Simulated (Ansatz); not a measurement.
CoPt (CuAu type, space group P4/mmm)

```xyz
2
Lattice="2.6948 0.0000 0.0000 0.0000 2.6948 0.0000 0.0000 0.0000 3.7242" Properties=species:S:1:pos:R:3 pbc="T T T"
Co     1.3474     1.3474     1.8621
Pt     0.0000     0.0000     0.0000
```

The slice is a (001) plane (indices of the conventional cell) through the point (0.000, 0.000, 0.000) (fractional), spanned by u = [100] and v = [010] in vectors of this cell: u (2.69 Å) and v (2.69 Å, at 90° to u). It covers one period; positions are fractions (u, v).

Computed with PBE (plane waves to 420 eV, PAW, scalar-relativistic; Ansatz, an electronic-structure program). k mesh 17×17×13. Inside the PAW spheres the values are not all-electron values, and peaks at nuclei hang on which shells count as valence. CoPt was relaxed with its symmetry unable to fall. Relaxed CoPt ends ferromagnetic. Spin-orbit coupling is left out, though Pt is heavy. Other magnetic orders were not checked, so this need not be the ground state.

### Question
What is the ELF at the midpoint of the shortest Pt–Pt line in this plane (2.69 Å)?

### Answer
0.32.

### Question
What is the valence density on the shortest Pt–Pt line in this plane (2.69 Å), at its midpoint?

### Answer
0.44 e/Å³.

### Question
Sketch the electrostatic potential energy of an electron, from the cell's mean on this plane as a map.

### Answer
```tsv
v \ u	0.00	0.12	0.25	0.38	0.50	0.62	0.75	0.88
0.92	x	x	x	<6.0	9.3	<6.0	x	x
0.83	x	x	x	<6.0	10.6	<6.0	x	x
0.75	x	x	x	9.1	12.1	9.1	x	x
0.67	x	x	6.5	11.7	13.3	11.7	6.5	x
0.58	<6.0	7.4	10.8	13.3	14.1	13.3	10.8	7.4
0.50	8.8	9.9	12.1	13.8	14.4	13.8	12.1	9.9
0.42	<6.0	7.4	10.8	13.3	14.1	13.3	10.8	7.4
0.33	x	x	6.5	11.7	13.3	11.7	6.5	x
0.25	x	x	x	9.1	12.1	9.1	x	x
0.17	x	x	x	<6.0	10.6	<6.0	x	x
0.08	x	x	x	<6.0	9.3	<6.0	x	x
0.00	x	x	x	<6.0	8.8	<6.0	x	x
```

Values: electrostatic potential energy of an electron, from the cell's mean, in eV. Points within 1 Å of a nucleus are blanked (x), as the pseudised field means little there. Values under 6 eV are set to 6. The zero, the cell's mean, hangs on the PAW cores.
